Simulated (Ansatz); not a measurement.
# Zinc, fcc under r²SCAN: ground state and equation of state, part 2 of 2

The plan for zinc in the fcc structure: relax it, solve it on a dense k-mesh, switch on spin-orbit coupling, then scale the cell to 7 volumes from 88 to 112 % of the relaxed one and try a fit of the equation of state. The k-meshes are 14×14×14 for the relaxation; 23×23×23 for the dense run; 14×14×14 for spin-orbit coupling; 16×16×16 for the volumes.

Ansatz 0.2.0; DFT, r2SCAN, plane waves (500 eV) with PAW, scalar-relativistic.

### 4 A two-component run at the same geometry

This is Zn in the fcc structure; at room conditions it is hcp.

File input.yaml:

```yaml
crystal:
  lattice:
    - [0.0, 1.9289940699, 1.9289940699]
    - [1.9289940699, 0.0, 1.9289940699]
    - [1.9289940699, 1.9289940699, 0.0]
  atoms:
    - { symbol: Zn, position: [0.0, 0.0, 0.0] }
hamiltonian:
  xc: r2scan
  pseudopotentials:
    kind: paw_fr
    azcp:
      Zn: "pseudopotentials/Zn.paw.azcp"
basis:
  ecutwfc: 500
  fft_grid_basis: typed
kpoints:
  mp_grid: { grid: [14, 14, 14], shift: [0, 0, 0] }
magnetization:
  noncollinear: true
  spin_orbit: true
scf:
  occupations: { method: fermi_dirac, width: 0.1 }
output:
  write_density: true
  write_potential: true
  elf: true
  volumetric_format: npy
```

Started as:

```
$ ansatz run input.yaml --threads 1 --pin off --max-ram 3584MiB --backend cpu --events-out ev --progress --plain --runs-dir out
```

What it wrote (excerpt; [...] marks lines left out):

```text
[...]
Pseudopotentials: kind: paw_fr
Pseudopotential: Zn, paw_fr, valence charge 12, recommended cutoff 500 eV (meta_gga), <dir>
Functional definition: r2SCAN
[...]
non-collinear run that drives no moment, with spin-orbit: no starting moment large enough to seed its density (crystal.atoms[].spin), no starting occupations that ask for one, no magnetisation constraint and no magnetic field, so the semilocal B_xc is pinned to zero
Crystal: 1 atoms, lattice volume = 14.356 Å³
Basis set: ecut = 500 eV, 339 PW (Γ), exchange–correlation on 80×80×80 points (64 copies of the dense FFT grid, shifted against one another)
Bands: 20, of which v1, the nominal top of the filled ones, is band 12 counted from 1 (11 counted from 0)
Symmetry: 48 space group operations + 48 with time reversal
Magnetic group: BNS 225.117 (UNI 1619), of the structure as read, at distance tolerance 2.4e-5 Å
[...]
SCF iter   7: F=-3323.417426 eV  HF=-3323.417426 eV  |F-HF|=1.49e-9  |Δ(HF+E_count)|=   2.24e-7  Δρ=6.34e-6  dr2=4.09e-9  dr2_τ=1.45e-11  dr2_m=0.00e0 (ungated)  ethr=5.40e-10  |M|=0.00e0 ∫|m|=0.00e0 μB  |m|>n=0.0e0 m-floor=0.0e0 τ_xc=0.0e0  ⟨swp⟩=2.0  Hψ=3671  notcnv=0
[...]
SCF converged after 7 iterations
Magnetization: |M| = 0.0000 μB,  M = (+0.0000, +0.0000, +0.0000) μB
Absolute magnetization: 0.0000 μB (∫|m|)
  site 0: m = (+0.0000, +0.0000, +0.0000) μB, |m| = 0.0000 μB  (R = 1.13 Å)
Free energy (F): -3323.417426 eV
[...]
E sigma→0 (E₀):  -3323.413389 eV
Entropy (-TS):   -0.008073 eV (-8.073 meV/atom)
Fermi energy:    11.751920 eV
[...]
--- Band table (eV; the first three rows and the last of 104) ---
  k-point 0: bands = ["0.4504", "0.4504", "3.5729", "3.5729", "3.5729", "3.5729", "3.8410", "3.8410", "4.1836", "4.1836", "4.1836", "4.1836", "31.4298", "31.4298", "31.5529", "31.5529", "31.9270", "31.9270", "31.9270", "31.9270"]
[...]
```

Wall time 22 s (1 thread of Intel Xeon Platinum 8259CL at 2.50GHz (Skylake/Cascade Lake), shared host); peak memory 0.53 GiB.

Side by side:

```
                          scalar-relativistic      with spin-orbit coupling
         k-mesh                      23×23×23                      14×14×14
gap on the mesh  none (levels filled in part)  none (levels filled in part)
```

The meshes differ, so small differences between the columns need not come from spin-orbit coupling.

Axes a, b and c in the maps are those of this run's conventional cell (a, b, c = 3.858, 3.858, 3.858 Å).

Density in a lattice plane of the grid's cell (edges 3.86 and 3.86 Å, at 0.000 of the third edge), which holds Zn.

Values in e/Å³, 12 rows by 12 columns:
```
16.62  6.72  1.13  0.31  0.17  0.13  0.12  0.13  0.17  0.31  1.12  6.73
 1.79  1.13  0.49  0.24  0.19  0.17  0.17  0.17  0.19  0.24  0.48  1.12
 0.36  0.31  0.24  0.21  0.24  0.31  0.36  0.31  0.24  0.24  0.24  0.31
 0.17  0.17  0.19  0.24  0.49  1.13  1.79  1.12  0.48  0.24  0.19  0.17
 0.12  0.13  0.17  0.31  1.13  6.72 16.62  6.73  1.12  0.31  0.17  0.13
 0.11  0.12  0.17  0.36  1.79 16.62 45.88 16.62  1.79  0.36  0.17  0.12
 0.12  0.13  0.17  0.31  1.12  6.73 16.62  6.72  1.13  0.31  0.17  0.13
 0.17  0.17  0.19  0.24  0.48  1.12  1.79  1.13  0.49  0.24  0.19  0.17
 0.36  0.31  0.24  0.24  0.24  0.31  0.36  0.31  0.24  0.21  0.24  0.31
 1.79  1.12  0.48  0.24  0.19  0.17  0.17  0.17  0.19  0.24  0.49  1.13
16.62  6.73  1.12  0.31  0.17  0.13  0.12  0.13  0.17  0.31  1.13  6.72
45.88 16.62  1.79  0.36  0.17  0.12  0.11  0.12  0.17  0.36  1.79 16.62
```
Columns run along the first of these edges and rows up along the second, over one cell in 12 and 12 even steps from the bottom left corner. Atoms in the plane (fractional): Zn at (0.00, 0.00), Zn at (0.50, 0.50).

ELF in the same plane.

Values, 12 rows by 12 columns:
```
0.00 0.03 0.14 0.20 0.25 0.24 0.22 0.24 0.25 0.20 0.14 0.03
0.10 0.14 0.20 0.24 0.29 0.25 0.22 0.25 0.29 0.24 0.20 0.14
0.19 0.20 0.24 0.31 0.24 0.20 0.19 0.20 0.24 0.31 0.24 0.20
0.22 0.25 0.29 0.24 0.20 0.14 0.10 0.14 0.20 0.24 0.29 0.25
0.22 0.24 0.25 0.20 0.14 0.03 0.00 0.03 0.14 0.20 0.25 0.24
0.19 0.22 0.22 0.19 0.10 0.00 0.00 0.00 0.10 0.19 0.22 0.22
0.22 0.24 0.25 0.20 0.14 0.03 0.00 0.03 0.14 0.20 0.25 0.24
0.22 0.25 0.29 0.24 0.20 0.14 0.10 0.14 0.20 0.24 0.29 0.25
0.19 0.20 0.24 0.31 0.24 0.20 0.19 0.20 0.24 0.31 0.24 0.20
0.10 0.14 0.20 0.24 0.29 0.25 0.22 0.25 0.29 0.24 0.20 0.14
0.00 0.03 0.14 0.20 0.25 0.24 0.22 0.24 0.25 0.20 0.14 0.03
0.00 0.00 0.10 0.19 0.22 0.22 0.19 0.22 0.22 0.19 0.10 0.00
```
Columns run along the first of these edges and rows up along the second, over one cell in 12 and 12 even steps from the bottom left corner. Atoms in the plane (fractional): Zn at (0.00, 0.00), Zn at (0.50, 0.50).

Both are smooth fields of the valence electrons: close to the nuclei they are not physical.

### 5 Equation of state: 88 %

File input.yaml:

```yaml
crystal:
  lattice:
    - [0.0, 1.8485240981, 1.8485240981]
    - [1.8485240981, 0.0, 1.8485240981]
    - [1.8485240981, 1.8485240981, 0.0]
  atoms:
    - { symbol: Zn, position: [0.0, 0.0, 0.0] }
hamiltonian:
  xc: r2scan
  pseudopotentials:
    kind: paw
    azcp:
      Zn: "pseudopotentials/Zn.paw.azcp"
basis:
  ecutwfc: 500
  fft_grid_basis: typed
kpoints:
  mp_grid: { grid: [16, 16, 16], shift: [0, 0, 0] }
magnetization:
  spin_polarized: false
scf:
  occupations: { method: fermi_dirac, width: 0.1 }
  lower_state_search: "off"
output:
  stress: true
  write_density: true
  write_potential: true
  elf: true
  volumetric_format: npy
```

Started as:

```
$ ansatz run input.yaml --threads 1 --pin off --max-ram 3584MiB --backend cpu --events-out ev --progress --plain --runs-dir out
```

What it wrote (excerpt; [...] marks lines left out):

```text
[...]
[... 3 set-up lines as earlier in the session ...]
[...]
Crystal: 1 atoms, lattice volume = 12.633 Å³
Basis set: ecut = 500 eV, 331 PW (Γ), exchange–correlation on 80×80×80 points (64 copies of the dense FFT grid, shifted against one another)
Bands: 10, of which v1, the nominal top of the filled ones, is band 6 counted from 1 (5 counted from 0)
[... 1 set-up line as earlier in the session ...]
Space group: Fm-3m (ITA 225), of the structure as read, at distance tolerance 2.3e-5 Å
k-points: 145 of 4096
[...]
SCF iter   1: F=-3325.543961 eV  HF=-3325.575524 eV  |F-HF|=3.16e-2  |Δ(HF+E_count)|=         —  Δρ=2.38e-2  dr2=3.41e-2  dr2_τ=1.89e-3  ethr=1.77e-3  ⟨swp⟩=4.8  Hψ=9514  notcnv=0
[...]
SCF iter   6: F=-3325.571180 eV  HF=-3325.571180 eV  |F-HF|=7.16e-10  |Δ(HF+E_count)|=   1.14e-6  Δρ=4.85e-6  dr2=1.98e-9  dr2_τ=1.41e-10  ethr=8.33e-10  ⟨swp⟩=5.9  Hψ=8699  notcnv=0
[...]
SCF converged after 6 iterations
Free energy (F): -3325.571180 eV
[...]
E sigma→0 (E₀):  -3325.566883 eV
Entropy (-TS):   -0.008594 eV (-8.594 meV/atom)
Fermi energy:    14.021825 eV
[...]
--- Stress (GPa, compression-positive) ---
       14.899427      -0.000000       0.000000
        0.000000      14.899427       0.000000
        0.000000      -0.000000      14.899427
  P = ⅓ Tr σ = 14.8994 GPa (148.994 kbar)
--- Band table (eV; the first three rows and the last of 145) ---
  k-point 0: bands = ["1.4497", "5.4450", "5.4450", "5.4450", "5.9862", "5.9862", "34.4400", "35.8533", "35.8533", "35.8533"]
[...]
```

It took 5.3 s on 1 thread of Intel Xeon Platinum 8259CL at 2.50GHz (Skylake/Cascade Lake), shared host; peak memory 0.52 GiB.

### 6 Equation of state: 92 %

Edit input.yaml of step 5 so:

```diff
@@ -2,5 +2,5 @@
   lattice:
-    - [0.0, 1.8485240981, 1.8485240981]
-    - [1.8485240981, 0.0, 1.8485240981]
-    - [1.8485240981, 1.8485240981, 0.0]
+    - [0.0, 1.8761180782, 1.8761180782]
+    - [1.8761180782, 0.0, 1.8761180782]
+    - [1.8761180782, 1.8761180782, 0.0]
   atoms:
```

Started as:

```
$ ansatz run input.yaml --threads 1 --pin off --max-ram 3584MiB --backend cpu --events-out ev --progress --plain --runs-dir out
```

What it wrote (excerpt; [...] marks lines left out):

```text
[...]
[... 3 set-up lines as earlier in the session ...]
[...]
Crystal: 1 atoms, lattice volume = 13.207 Å³
Basis set: ecut = 500 eV, 331 PW (Γ), exchange–correlation on 80×80×80 points (64 copies of the dense FFT grid, shifted against one another)
Bands: 10, of which v1, the nominal top of the filled ones, is band 6 counted from 1 (5 counted from 0)
[... 2 set-up lines as earlier in the session ...]
k-points: 145 of 4096
[...]
SCF iter   1: F=-3325.583574 eV  HF=-3325.618881 eV  |F-HF|=3.53e-2  |Δ(HF+E_count)|=         —  Δρ=2.39e-2  dr2=3.63e-2  dr2_τ=1.55e-3  ethr=1.77e-3  ⟨swp⟩=4.9  Hψ=9849  notcnv=0
[...]
SCF iter   6: F=-3325.612709 eV  HF=-3325.612709 eV  |F-HF|=5.27e-9  |Δ(HF+E_count)|=   1.31e-6  Δρ=5.14e-6  dr2=2.32e-9  dr2_τ=8.19e-11  ethr=8.33e-10  ⟨swp⟩=6.5  Hψ=9574  notcnv=0
[...]
SCF converged after 6 iterations
Free energy (F): -3325.612709 eV
[...]
E sigma→0 (E₀):  -3325.608154 eV
Entropy (-TS):   -0.009110 eV (-9.110 meV/atom)
Fermi energy:    13.210922 eV
[...]
--- Stress (GPa, compression-positive) ---
        8.531558       0.000000       0.000000
       -0.000000       8.531558       0.000000
       -0.000000      -0.000000       8.531558
  P = ⅓ Tr σ = 8.5316 GPa (85.316 kbar)
--- Band table (eV; the first three rows and the last of 145) ---
  k-point 0: bands = ["1.0829", "4.8149", "4.8149", "4.8149", "5.3136", "5.3136", "33.3626", "34.4073", "34.4073", "34.4073"]
[...]
```

Wall time 5.4 s (1 thread of Intel Xeon Platinum 8259CL at 2.50GHz (Skylake/Cascade Lake), shared host); peak memory 0.51 GiB.

### 7 Equation of state: 96 %

Edit input.yaml of step 6 so:

```diff
@@ -2,5 +2,5 @@
   lattice:
-    - [0.0, 1.8761180782, 1.8761180782]
-    - [1.8761180782, 0.0, 1.8761180782]
-    - [1.8761180782, 1.8761180782, 0.0]
+    - [0.0, 1.9029233866, 1.9029233866]
+    - [1.9029233866, 0.0, 1.9029233866]
+    - [1.9029233866, 1.9029233866, 0.0]
   atoms:
@@ -25,5 +25 @@
   stress: true
-  write_density: true
-  write_potential: true
-  elf: true
-  volumetric_format: npy
```

Started as:

```
$ ansatz run input.yaml --threads 1 --pin off --max-ram 3584MiB --backend cpu --events-out ev --progress --plain --runs-dir out
```

What it wrote (excerpt; [...] marks lines left out):

```text
[...]
[... 3 set-up lines as earlier in the session ...]
[...]
Crystal: 1 atoms, lattice volume = 13.781 Å³
Basis set: ecut = 500 eV, 339 PW (Γ), exchange–correlation on 80×80×80 points (64 copies of the dense FFT grid, shifted against one another)
Bands: 10, of which v1, the nominal top of the filled ones, is band 6 counted from 1 (5 counted from 0)
[... 2 set-up lines as earlier in the session ...]
k-points: 145 of 4096
[...]
SCF iter   1: F=-3325.602446 eV  HF=-3325.641848 eV  |F-HF|=3.94e-2  |Δ(HF+E_count)|=         —  Δρ=2.40e-2  dr2=3.89e-2  dr2_τ=1.29e-3  ethr=1.77e-3  ⟨swp⟩=5.2  Hψ=10157  notcnv=0
[...]
SCF iter   6: F=-3325.633984 eV  HF=-3325.633984 eV  |F-HF|=4.77e-9  |Δ(HF+E_count)|=   1.39e-6  Δρ=5.17e-6  dr2=1.80e-9  dr2_τ=1.34e-10  ethr=8.33e-10  ⟨swp⟩=3.7  Hψ=6495  notcnv=0
[...]
SCF converged after 6 iterations
Free energy (F): -3325.633984 eV
[...]
E sigma→0 (E₀):  -3325.629078 eV
Entropy (-TS):   -0.009813 eV (-9.813 meV/atom)
Fermi energy:    12.471115 eV
[...]
--- Stress (GPa, compression-positive) ---
        3.544710      -0.000000      -0.000000
       -0.000000       3.544710       0.000000
        0.000000      -0.000000       3.544710
  P = ⅓ Tr σ = 3.5447 GPa (35.447 kbar)
```

Wall time 5.6 s (1 thread of Intel Xeon Platinum 8259CL at 2.50GHz (Skylake/Cascade Lake), shared host); peak memory 0.52 GiB.

### 8 Equation of state: 100 %

Edit input.yaml of step 7 so:

```diff
@@ -2,5 +2,5 @@
   lattice:
-    - [0.0, 1.9029233866, 1.9029233866]
-    - [1.9029233866, 0.0, 1.9029233866]
-    - [1.9029233866, 1.9029233866, 0.0]
+    - [0.0, 1.9289940699, 1.9289940699]
+    - [1.9289940699, 0.0, 1.9289940699]
+    - [1.9289940699, 1.9289940699, 0.0]
   atoms:
```

Started as:

```
$ ansatz run input.yaml --threads 1 --pin off --max-ram 3584MiB --backend cpu --events-out ev --progress --plain --runs-dir out
```

What it wrote (excerpt; [...] marks lines left out):

```text
[...]
[... 3 set-up lines as earlier in the session ...]
[...]
Crystal: 1 atoms, lattice volume = 14.356 Å³
Basis set: ecut = 500 eV, 339 PW (Γ), exchange–correlation on 80×80×80 points (64 copies of the dense FFT grid, shifted against one another)
Bands: 10, of which v1, the nominal top of the filled ones, is band 6 counted from 1 (5 counted from 0)
[... 2 set-up lines as earlier in the session ...]
k-points: 145 of 4096
[...]
SCF iter   1: F=-3325.606105 eV  HF=-3325.648734 eV  |F-HF|=4.26e-2  |Δ(HF+E_count)|=         —  Δρ=2.40e-2  dr2=4.07e-2  dr2_τ=1.10e-3  ethr=1.77e-3  ⟨swp⟩=5.1  Hψ=10217  notcnv=0
[...]
SCF iter   6: F=-3325.639425 eV  HF=-3325.639425 eV  |F-HF|=5.35e-9  |Δ(HF+E_count)|=   1.43e-6  Δρ=5.43e-6  dr2=2.86e-9  dr2_τ=9.38e-11  ethr=8.33e-10  ⟨swp⟩=5.3  Hψ=5559  notcnv=0
[...]
SCF converged after 6 iterations
Free energy (F): -3325.639425 eV
[...]
E sigma→0 (E₀):  -3325.634113 eV
Entropy (-TS):   -0.010624 eV (-10.624 meV/atom)
Fermi energy:    11.794613 eV
[...]
--- Stress (GPa, compression-positive) ---
       -0.347118      -0.000000       0.000000
       -0.000000      -0.347118      -0.000000
       -0.000000      -0.000000      -0.347118
  P = ⅓ Tr σ = -0.3471 GPa (-3.471 kbar)
```

Run time: 6.2 s. Hardware: 1 thread of Intel Xeon Platinum 8259CL at 2.50GHz (Skylake/Cascade Lake), shared host; peak memory 0.51 GiB.

### 9 Equation of state: 104 %

Edit input.yaml of step 8 so:

```diff
@@ -2,5 +2,5 @@
   lattice:
-    - [0.0, 1.9289940699, 1.9289940699]
-    - [1.9289940699, 0.0, 1.9289940699]
-    - [1.9289940699, 1.9289940699, 0.0]
+    - [0.0, 1.9543784818, 1.9543784818]
+    - [1.9543784818, 0.0, 1.9543784818]
+    - [1.9543784818, 1.9543784818, 0.0]
   atoms:
@@ -25 +25,5 @@
   stress: true
+  write_density: true
+  write_potential: true
+  elf: true
+  volumetric_format: npy
```

Started as:

```
$ ansatz run input.yaml --threads 1 --pin off --max-ram 3584MiB --backend cpu --events-out ev --progress --plain --runs-dir out
```

What it wrote (excerpt; [...] marks lines left out):

```text
[...]
[... 3 set-up lines as earlier in the session ...]
[...]
Crystal: 1 atoms, lattice volume = 14.930 Å³
Basis set: ecut = 500 eV, 339 PW (Γ), exchange–correlation on 96×96×96 points (64 copies of the dense FFT grid, shifted against one another)
Bands: 10, of which v1, the nominal top of the filled ones, is band 6 counted from 1 (5 counted from 0)
[... 2 set-up lines as earlier in the session ...]
k-points: 145 of 4096
[...]
SCF iter   1: F=-3325.598238 eV  HF=-3325.642821 eV  |F-HF|=4.46e-2  |Δ(HF+E_count)|=         —  Δρ=2.37e-2  dr2=4.17e-2  dr2_τ=9.49e-4  ethr=1.77e-3  ⟨swp⟩=5.1  Hψ=10093  notcnv=0
[...]
SCF iter   6: F=-3325.632529 eV  HF=-3325.632529 eV  |F-HF|=8.44e-9  |Δ(HF+E_count)|=   1.47e-6  Δρ=5.75e-6  dr2=3.80e-9  dr2_τ=9.58e-11  ethr=8.33e-10  ⟨swp⟩=10.8  Hψ=11235  notcnv=0
[...]
SCF converged after 6 iterations
Free energy (F): -3325.632529 eV
[...]
E sigma→0 (E₀):  -3325.626802 eV
Entropy (-TS):   -0.011453 eV (-11.453 meV/atom)
Fermi energy:    11.174104 eV
[...]
--- Stress (GPa, compression-positive) ---
       -3.373581       0.000000      -0.000000
        0.000000      -3.373581      -0.000000
       -0.000000       0.000000      -3.373581
  P = ⅓ Tr σ = -3.3736 GPa (-33.736 kbar)
--- Band table (eV; the first three rows and the last of 145) ---
  k-point 0: bands = ["0.1731", "3.1934", "3.1934", "3.1934", "3.5899", "3.5899", "30.5552", "30.6351", "30.6351", "30.6351"]
[...]
```

Run time: 9.4 s. Hardware: 1 thread of Intel Xeon Platinum 8259CL at 2.50GHz (Skylake/Cascade Lake), shared host; peak memory 0.55 GiB.

### 10 Equation of state: 108 %

Edit input.yaml of step 9 so:

```diff
@@ -2,5 +2,5 @@
   lattice:
-    - [0.0, 1.9543784818, 1.9543784818]
-    - [1.9543784818, 0.0, 1.9543784818]
-    - [1.9543784818, 1.9543784818, 0.0]
+    - [0.0, 1.9791200765, 1.9791200765]
+    - [1.9791200765, 0.0, 1.9791200765]
+    - [1.9791200765, 1.9791200765, 0.0]
   atoms:
```

Started as:

```
$ ansatz run input.yaml --threads 1 --pin off --max-ram 3584MiB --backend cpu --events-out ev --progress --plain --runs-dir out
```

What it wrote (excerpt; [...] marks lines left out):

```text
[...]
[... 3 set-up lines as earlier in the session ...]
[...]
Crystal: 1 atoms, lattice volume = 15.504 Å³
Basis set: ecut = 500 eV, 411 PW (Γ), exchange–correlation on 96×96×96 points (64 copies of the dense FFT grid, shifted against one another)
Bands: 10, of which v1, the nominal top of the filled ones, is band 6 counted from 1 (5 counted from 0)
[... 2 set-up lines as earlier in the session ...]
k-points: 145 of 4096
[...]
SCF iter   1: F=-3325.581147 eV  HF=-3325.627160 eV  |F-HF|=4.60e-2  |Δ(HF+E_count)|=         —  Δρ=2.34e-2  dr2=4.25e-2  dr2_τ=8.35e-4  ethr=1.77e-3  ⟨swp⟩=5.0  Hψ=9805  notcnv=0
[...]
SCF iter   6: F=-3325.616064 eV  HF=-3325.616064 eV  |F-HF|=9.68e-9  |Δ(HF+E_count)|=   1.38e-6  Δρ=6.33e-6  dr2=4.98e-9  dr2_τ=1.03e-10  ethr=8.33e-10  ⟨swp⟩=10.4  Hψ=11075  notcnv=0
[...]
SCF converged after 6 iterations
Free energy (F): -3325.616064 eV
[...]
E sigma→0 (E₀):  -3325.609950 eV
Entropy (-TS):   -0.012228 eV (-12.228 meV/atom)
Fermi energy:    10.602735 eV
[...]
--- Stress (GPa, compression-positive) ---
       -5.714729       0.000000      -0.000000
       -0.000000      -5.714729      -0.000000
       -0.000000       0.000000      -5.714729
  P = ⅓ Tr σ = -5.7147 GPa (-57.147 kbar)
--- Band table (eV; the first three rows and the last of 145) ---
  k-point 0: bands = ["-0.0787", "2.7266", "2.7266", "2.7266", "3.0956", "3.0956", "29.5367", "29.5367", "29.5367", "29.7378"]
[...]
```

Wall time 6.1 s (1 thread of Intel Xeon Platinum 8259CL at 2.50GHz (Skylake/Cascade Lake), shared host); peak memory 0.55 GiB.

### 11 Equation of state: 112 %

Edit input.yaml of step 10 so:

```diff
@@ -2,5 +2,5 @@
   lattice:
-    - [0.0, 1.9791200765, 1.9791200765]
-    - [1.9791200765, 0.0, 1.9791200765]
-    - [1.9791200765, 1.9791200765, 0.0]
+    - [0.0, 2.0032580661, 2.0032580661]
+    - [2.0032580661, 0.0, 2.0032580661]
+    - [2.0032580661, 2.0032580661, 0.0]
   atoms:
```

Started as:

```
$ ansatz run input.yaml --threads 1 --pin off --max-ram 3584MiB --backend cpu --events-out ev --progress --plain --runs-dir out
```

What it wrote (excerpt; [...] marks lines left out):

```text
[...]
[... 3 set-up lines as earlier in the session ...]
[...]
Crystal: 1 atoms, lattice volume = 16.078 Å³
Basis set: ecut = 500 eV, 411 PW (Γ), exchange–correlation on 96×96×96 points (64 copies of the dense FFT grid, shifted against one another)
Bands: 10, of which v1, the nominal top of the filled ones, is band 6 counted from 1 (5 counted from 0)
[... 2 set-up lines as earlier in the session ...]
k-points: 145 of 4096
[...]
SCF iter   1: F=-3325.557018 eV  HF=-3325.603802 eV  |F-HF|=4.68e-2  |Δ(HF+E_count)|=         —  Δρ=2.31e-2  dr2=4.28e-2  dr2_τ=7.45e-4  ethr=1.77e-3  ⟨swp⟩=5.0  Hψ=9639  notcnv=0
[...]
SCF iter   6: F=-3325.592216 eV  HF=-3325.592216 eV  |F-HF|=1.41e-8  |Δ(HF+E_count)|=   1.21e-6  Δρ=7.33e-6  dr2=7.24e-9  dr2_τ=1.10e-10  ethr=8.33e-10  ⟨swp⟩=9.6  Hψ=10692  notcnv=0
[...]
SCF converged after 6 iterations
Free energy (F): -3325.592216 eV
[...]
E sigma→0 (E₀):  -3325.585780 eV
Entropy (-TS):   -0.012873 eV (-12.873 meV/atom)
Fermi energy:    10.074357 eV
[...]
--- Stress (GPa, compression-positive) ---
       -7.510926      -0.000000      -0.000000
       -0.000000      -7.510926       0.000000
       -0.000000       0.000000      -7.510926
  P = ⅓ Tr σ = -7.5109 GPa (-75.109 kbar)
--- Band table (eV; the first three rows and the last of 145) ---
  k-point 0: bands = ["-0.3096", "2.2906", "2.2906", "2.2906", "2.6347", "2.6347", "28.5057", "28.5057", "28.5057", "28.9704"]
[...]
```

It took 8 s on 1 thread of Intel Xeon Platinum 8259CL at 2.50GHz (Skylake/Cascade Lake), shared host; peak memory 0.55 GiB.

### 12 The equation of state

All volumes keep the relaxed shape and fractional coordinates.

```
V (Å³/atom)  E − E₀ (meV/atom)  P from the stress (GPa)  P from the fit (GPa)
     12.633               67.3                    14.90                 14.89
     13.207               26.0                     8.53                  8.43
     13.781                5.1                     3.54                  3.43
     14.356                0.1                    -0.35                 -0.46
     14.930                7.4                    -3.37                 -3.48
     15.504               24.2                    -5.71                 -5.81
     16.078               48.4                    -7.51                 -7.62
```

Fit (Birch-Murnaghan, third order): V₀ = 14.280 Å³/atom, B₀ = 88 GPa, B₀′ = 5.3, largest residual 0.03 meV/atom.

Fit and stress differ a little: one follows E(σ → 0), the other the smeared free energy.

### 13 Outcome

The summary covers parts 1 to 2.

```
                      quantity                         value
space group (spins left aside)               Fm-3m (No. 225)
             conventional cell                   a = 3.858 Å
                        volume                14.356 Å³/atom
             shortest distance                       2.728 Å
               gap on the mesh  none (levels filled in part)
               relative to hcp                  +32 meV/atom
                   V₀, B₀, B₀′   14.280 Å³/atom, 88 GPa, 5.3
```

**Reading.** The relaxation shrank the cell by 5.6 % in volume. Against the reference form of zinc (hcp, computed apart with the same settings) it stands 32 meV/atom higher. Levels at the Fermi energy are filled in part, as in a metal. The total energy of the spin-orbit run lies +2.2 eV/atom from the scalar one, but the two kinds of run don't share a zero of energy: only differences within one kind count. The fitted modulus is 88 GPa. The symmetry was held, so the structure may be unstable against distortions that break it.
